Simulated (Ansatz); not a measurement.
**TiS2 (P-3m1): electronic heat capacity and spin susceptibility from the density of states**

Level of theory: Ansatz 0.2.0, DFT PBE+D3(BJ), scalar-relativistic, plane waves, PAW.

Settings: cutoff 420 eV, Γ-centred mesh 12×12×8 on the computed 3-atom cell, Gaussian smearing of 0.10 eV; no spin polarisation.

Relaxed cell: P-3m1, a = 3.359 Å, b = 3.359 Å, c = 5.524 Å, α = 90.00°, β = 90.00°, γ = 120.00°, 3 atoms in the primitive cell.

The density of states at the Fermi level is 0.394 states/eV in the cell of 3 atoms (1 formula unit; both spins, tetrahedra on a 18×18×12 mesh).

Problem. What Sommerfeld coefficient and Pauli susceptibility does this give?

Solution. Per formula unit N(E_F) = 0.394 states/eV. γ = (π²/3) k_B² N(E_F) N_A = 2.357 mJ/(mol K²) per state/eV, so γ = 0.9 mJ/(mol K²), a mole of formula units. χ_P = μ_B² N(E_F) N_A = 3.23×10⁻⁵ emu/mol per state/eV gives 1.3×10⁻⁵ emu/mol. This is the bare band result: a measured γ of the same phase is as a rule larger by a factor 1 + λ from phonons and spin fluctuations, the spin part of χ is larger by the Stoner factor, and a measured χ also holds orbital and core terms. N(E_F) at one energy is sensitive to the mesh where the density of states has sharp peaks.

A ferromagnetic start lost its moments in a first run, so spin was left out; other magnetic orders weren't tried.